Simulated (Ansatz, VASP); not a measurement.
# One calculation of Sb, two programs

```
Sb
1.0
    -1.42809    1.42809    1.42809
     1.42809   -1.42809    1.42809
     1.42809    1.42809   -1.42809
Sb
1
Direct
  0.00000 0.00000 0.00000
```

Alike in both runs: task relaxation of cell and atoms; functional PBEsol; k mesh 10 × 10 × 10; occupations gaussian, width 0.1 eV; no spin polarisation.

|  | VASP | Ansatz |
| --- | --- | --- |
| version | VASP 6.6.1 | Ansatz 0.2.0 |
| potentials or method | VASP PAW PBE potentials, release 64 (Sb) | scalar-relativistic, plane waves, PAW |
| plane-wave cutoff (eV) | 600 | 420 |
| valence electrons in the cell | 5 | 15 |

VASP gave:

```
gap on the k mesh at the Fermi level, each at its own relaxed structure (eV) : none
relaxed volume (Å³/atom)                                                     : 26.29
relaxed cell length with the largest relative difference (Å)                 : 3.244
energy change over the relaxation (meV/atom)                                 : -7583
```

Which values does Ansatz return?

gap on the k mesh at the Fermi level, each at its own relaxed structure (eV): none; relaxed volume (Å³/atom): 26.09; relaxed cell length with the largest relative difference (Å): 3.236; energy change over the relaxation (meV/atom): -7353.

A gap of «none» marks a metal or a gap that the smearing closes. The two sets of potentials don't hold the same shells in valence.

Caveats: the volume moved by over 15 % at a fixed basis, so the end points are rough (VASP); the PAW data sets were made with another functional, which shifts forces and pressure a little (VASP). The runs have no spin-orbit coupling, so splittings on Sb are missing.
